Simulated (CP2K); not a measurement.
Ir:

```
CELL_PARAMETERS angstrom
2.70907 0.00000 0.00000
1.35453 2.34612 0.00000
1.35453 0.78204 2.21194
ATOMIC_POSITIONS crystal
Ir 0.00000 0.00000 0.00000
```

Base run:

```yaml
Program: CP2K 2026.2
Functional: LDA
Potentials_or_basis: POTENTIAL_UZH Ir GTH-PBE-q17; TZVP-MOLOPT-PBE-GTH basis
Density_cutoff: 9184 eV
k_mesh: 12 × 12 × 12
Occupations: fermi-dirac, width 0.05 eV
Spin: no spin polarisation
```

Its results: band gap on the k mesh none (metal or under the smearing width); pressure -6.2 GPa.

Task: After a change of settings the same cell gave: band gap on the k mesh none (metal or under the smearing width); pressure -1.7 GPa. Which change was it?
A. functional from LDA to OLYP
B. functional from LDA to PBEsol
C. functional from LDA to vdW-DF-cx
D. functional from LDA to r2SCAN

Result: B.

PBEsol binds less tightly than LDA, so the same cell stands under more pressure.

Caveats: the potentials were made for another functional, which shifts forces and pressure; spin-orbit coupling is left out, which moves the levels of the heavy elements; the basis of atomic orbitals isn't converged, which shifts pressures, moduli and gaps.

Runs at the PBE level aren't shown here.
